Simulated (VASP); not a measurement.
Write the native input for VASP 6.6.1 that does the following.

```
Task                   : relaxation of cell and atoms
Functional             : r2SCAN
Potentials or basis    : VASP PAW PBE potentials, release 64 (Ti_sv, Se)
Cutoff                 : 600 eV
k mesh                 : 8 × 8 × 8
Occupations            : gaussian, width 0.05 eV
Spin                   : no spin polarisation
Further INCAR settings : ALGO = Normal; EDIFF = 1e-06; IBRION = 2; EDIFFG = -0.01; NSW = 60; ISIF = 3
```

The structure of TiSe lies in POSCAR:

```
TiSe
1.0
    0.0000000000      3.1030036500      3.1030036500
    3.1030036500      0.0000000000      3.1030036500
    3.1030036500      3.1030036500      0.0000000000
Ti Se
1 1
Direct
    0.0000000000      0.0000000000      0.0000000000
    0.2500000000      0.2500000000      0.2500000000
```

The cell comes from a database or a generator and needn't be the stable form of this composition.

The input as run:

INCAR

```
ALGO     = Normal         # electronic algorithm
EDIFF    = 1E-6           # SCF threshold, eV
EDIFFG   = -0.01          # ionic threshold
ENCUT    = 600            # plane-wave cutoff, eV
IBRION   = 2              # ionic algorithm
ISIF     = 3              # what is computed and relaxed
ISMEAR   = 0              # smearing method
LASPH    = T              # aspherical terms in the spheres
LCHARG   = F              # write CHGCAR
LMIXTAU  = T            
LREAL    = F              # projectors in reciprocal space
LWAVE    = F              # write WAVECAR
METAGGA  = R2SCAN         # meta-GGA
NELM     = 60             # most SCF steps
NSW      = 60             # ionic steps
PREC     = Accurate       # precision mode
SIGMA    = 0.05           # smearing width, eV
```

KPOINTS

```
k-points
0
Gamma
  8 8 8
```

Potentials or basis: VASP PAW PBE potentials, release 64 (Ti_sv, Se).

The run is started by

```console
$ cat potpaw_PBE.64/Ti_sv/POTCAR potpaw_PBE.64/Se/POTCAR > POTCAR
$ mpirun -np 1 vasp_std > vasp.out
```

It gave:

```
Relaxed volume                         : 23.48 Å³/atom
Relaxed cell                           : a = 4.050 Å, b = 4.050 Å, c = 4.050 Å, α = 60.00°, β = 60.00°, γ = 60.00°
Space group after relaxing (to 0.05 Å) : F-43m (No. 216)
Energy gained by relaxing              : 277.4 meV/atom
Ionic steps                            : 3
Pressure after relaxing                : 0.0 GPa
Band gap on the k mesh                 : none (metal or under the smearing width)
```

Caveat: the volume moved by over 15 % at a fixed basis, so the end points are rough; the PAW data sets were made with another functional, which shifts forces and pressure a little.

Wall time 4.5 min on 1 thread of AMD EPYC 9R45 96-Core Processor (Zen 5) (shared host), peak memory 0.21 GiB.
